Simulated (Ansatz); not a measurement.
A series in volume per atom on BaTiO3

Periodic Kohn-Sham DFT of a crystal at fixed atoms; pressure and stress are positive in compression; the energy is the free energy less that of spherical unpolarised free atoms; site moments are those in the method's own spheres, positive along +z. The results are calculated, by Ansatz 0.2.0.

Cell of the first row (space group P4mm, No. 99):
```
BaTiO3
1.0
      3.9181     0.0000     0.0000
      0.0000     3.9181     0.0000
      0.0000     0.0000     3.9360
Ba Ti O
1 1 3
Direct
  0.00000 0.00000 0.00000
  0.50000 0.50000 0.48200
  0.50000 0.50000 0.01600
  0.50000 0.00000 0.51500
  0.00000 0.50000 0.51500
```

Settings of every row: method all-electron PAW; functional PBEsol; relativity scalar; k mesh 7x7x7; filling fermi-dirac; smearing width 0.08 eV; nucleus gaussian.

Atom start moment: 0 on all atoms.

Limits: no spin-orbit coupling on heavy atoms.

```csv
row,volume per atom (Å³),pressure (GPa)
1,12.085,7.899
2,12.342,3.628
3,12.599,-0.19
4,12.728,-1.944
5,12.856,?
6,12.985,-5.169
7,13.113,-6.651
8,13.371,-9.375
9,13.628,-11.808
```

Question: what pressure should row 5 give?

Worked fit of pressure. Take u = (V_r/V)^(2/3) − 1 with V_r = 12.857 Å³ an atom, which is twice the finite (Eulerian) strain; such expansions in the strain, on which the Birch-Murnaghan equation of state is built, carry the rest volume and the bulk modulus. The shown rows have u = 0.04215, 0.02763, 0.01361, 0.00675, -0.00658, -0.01306, -0.02579, -0.03808. Least squares give pressure = −3.6114 + 241.678 × u + 718.46 × u² + 630 × u³ GPa; a parabola predicts inner rows, each left out in turn, worse (root mean square 0.011 against 0.0042 GPa). The rows lie off it by 0.000, 0.000, -0.003, 0.003, 0.002, -0.004, 0.002, -0.001. The pressure vanishes at u = 0.0143, or V = 12.59 Å³ an atom, and there the bulk modulus at fixed shape and fractions is B = −V dP/dV = (2/3)(1 + u) dP/du = 178 GPa. Letting shape and atoms relax would as a rule lower it, by much in layered, chain or molecular crystals. The withheld row has u = 5e-05, so the fit gives −3.6114 + 241.678 × (5e-05) + 718.46 × (5e-05)² + 630 × (5e-05)³ = -3.599 GPa.

The calculation gave -3.602 GPa. The fit lies 0.003 GPa (0.015 % of the column's range) above it; its largest miss of a shown row is 0.004 GPa.
